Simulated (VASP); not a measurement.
Runs of VASP 6.6.1 on Al2Au. The structure is cubic, space group Fm-3m (No. 225). Conventional cell: a = 6.000 Å, b = 6.000 Å, c = 6.000 Å, α = 90.00°, β = 90.00°, γ = 90.00°. Au (site symmetry m-3m) is surrounded by 8 Al at 2.60 Å. Al (site symmetry -43m) is surrounded by 4 Au at 2.60 Å. 

```tsv
task	level	potentials or basis	cell	cutoff (eV)	ladder	by perturbation theory	gap on the mesh (eV)	pressure (GPa)	V0 of scaled cells (Å³/atom)	relaxed volume (Å³/atom)	B0 (GPa)
relaxation of cell and atoms	LDA	VASP PAW LDA potentials, release 64 (Au, Al)	relaxed	600	gaps	-	none	0.0	-	(b)	-
equation of state	PBE	VASP PAW PBE potentials, release 64 (Au, Al)	as given	520	-	-	-	-	18.51	-	104
relaxation of cell and atoms	PBEsol	VASP PAW PBE potentials, release 64 (Au, Al)	relaxed	600	gaps	-	none	-0.1	-	18.00	-
equation of state	PBEsol	VASP PAW PBE potentials, release 64 (Au, Al)	as given	520	free	-	-	-	17.99	-	(a)
```

Alike in all rows: no spin polarisation; k mesh 8 × 8 × 8; smearing fermi-dirac 0.05 eV.

Task: Estimate the missing entries.

Result: (a) 114; (b) 17.63.

Caveats: the PAW data sets were made with another functional, which shifts forces and pressure a little (some runs).

A k mesh can miss the band edges, and the runs leave out spin-orbit coupling on Au.

A gap of «none» marks a metal or a gap under the smearing width.

Not every run made on this cell is shown here.
